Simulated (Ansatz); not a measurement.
FeGe2:

```
CELL_PARAMETERS angstrom
-2.95956 2.95956 2.45140
2.95956 -2.95956 2.45140
2.95956 2.95956 -2.45140
ATOMIC_POSITIONS crystal
Ge 0.84511 0.34511 0.19021
Ge 0.65489 0.84511 0.50000
Ge 0.34511 0.15489 0.50000
Ge 0.15489 0.65489 0.80979
Fe 0.25000 0.25000 0.00000
Fe 0.75000 0.75000 0.00000
```

The cell is a database's computed one.

- Program: Ansatz 0.2.0
- Task: relaxation of cell and atoms
- Functional: PBEsol
- Potentials or basis: Ansatz PAW
- Cutoff: 420 eV (not typed: the program's choice for these potentials)
- k mesh: 7 × 7 × 7
- Occupations: fermi-dirac, width 0.05 eV
- Spin: collinear spin, ferromagnetic start
- Starting moments: [0.0, 0.0, 0.0, 0.0, 3.0, 3.0] μB

At the start: volume 14.31 Å³/atom.

Problem. Where does the relaxation end?

Solution. It ends after 5 steps and the volume is 13.72 Å³/atom (-4.2 %); space group I4/mcm (No. 140, to 0.05 Å); moment 2.14 μB per cell.

The path:
```
step  energy change (eV)  largest force (eV/Å)  volume (Å³)
   1              0.0000                0.1534        85.89
   2             -0.0715                0.0650        82.88
   3             -0.0744                0.0000        82.25
   4             -0.0744                0.0001        82.32
   5             -0.0733                0.0000        82.32
```

Final structure:
```
CELL_PARAMETERS angstrom
-2.90439 2.90439 2.43956
2.90439 -2.90439 2.43956
2.90439 2.90439 -2.43956
ATOMIC_POSITIONS crystal
Ge 0.84350 0.34350 0.18699
Ge 0.65650 0.84350 0.50000
Ge 0.34350 0.15650 0.50000
Ge 0.15650 0.65650 0.81301
Fe 0.25000 0.25000 0.00000
Fe 0.75000 0.75000 0.00000
```

Caveat: the plane-wave basis is chosen anew once the cell has moved, so the energies of steps on either side of that aren't comparable; the PAW data sets come from PBE, with cores solved anew for the run's functional, which leaves a small shift of forces and pressure.
